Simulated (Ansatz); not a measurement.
# ZnF2: forces, levels, charges and fields

The system is ZnF2, a crystal from a database, its volume scaled a little. Wanted, at the geometry given: its forces and stress, its levels, and how its atoms share the electrons.

Computed, not measured: Ansatz 0.2.0, DFT, HSE06, no spin polarisation, plane waves, PAW.

## (1) Geometry

Symmetry: P4_2/mnm, No. 136, tetragonal system. The conventional cell has a = 4.719 Å, b = 4.719 Å, c = 3.143 Å, α = 90.00°, β = 90.00°, γ = 90.00°. Zn (site symmetry mmm) has 6 F at 2.02 to 2.05 Å as nearest neighbours. F (site symmetry m2m) is surrounded by 3 Zn at 2.02 to 2.05 Å.

The coordinates stand in the input below.

## (2) The run

File input.yaml:

```yaml
crystal:
  lattice:
    - [4.718635, 0.0, 0.0]
    - [0.0, 4.718635, 0.0]
    - [0.0, 0.0, 3.143015]
  atoms:
    - { symbol: Zn, position: [0.0, 0.0, 0.0] }
    - { symbol: Zn, position: [0.5, 0.5, 0.5] }
    - { symbol: F, position: [0.3024, 0.3024, 0.0] }
    - { symbol: F, position: [0.1976, 0.8024, 0.5] }
    - { symbol: F, position: [0.6976, 0.6976, 0.0] }
    - { symbol: F, position: [0.8024, 0.1976, 0.5] }
kpoints:
  mp_grid: { grid: [2, 2, 3], shift: [0, 0, 0] }
magnetization:
  spin_polarized: false
scf:
  occupations: { method: fermi_dirac }
hamiltonian:
  pseudopotentials: { kind: paw }
  xc: hse06
basis:
  ecutwfc: 420
  fft_grid_basis: typed
output:
  forces: true
  stress: true
  eigenvalues: true
  bader: true
  populations: true
  elf: true
  write_potential: true
  volumetric_format: npy
  dos:
    e_range: [-12, 8]
    de: 0.05
    projected: { site_lists: { F: [F], Zn: [Zn] } }
    method: { smearing: { sigma: 0.1, scheme: gaussian } }
```

What does the calculation give? Wanted: largest force; pressure; gap; Bader charges.

**Answer**, as computed:

| quantity | value |
| --- | --- |
| largest force | 0.074 eV/Å on F |
| pressure | 0.9 GPa |
| formation energy (elements from separate runs) | -2.50 eV/atom |
| gap (mesh) | 6.12 eV, direct |
| Bader charges | Zn +1.55, F -0.77 e |

The levels show a gap of 6.12 eV, direct at the points sampled. Set against separate runs on the elements (Zn hcp, F2 molecule), it forms at -2.50 eV per atom, so it is bound against them, though other compounds may compete. The pressure of 0.9 GPa says the cell is too small. The atoms are not at rest: the largest force, 0.07 eV/Å, acts on F.

Keep in mind: hybrid functional on a coarse k mesh, so gap or metal on the mesh may not be true; the exchange threshold is loose for a stress; the SCF threshold is loose for a stress.
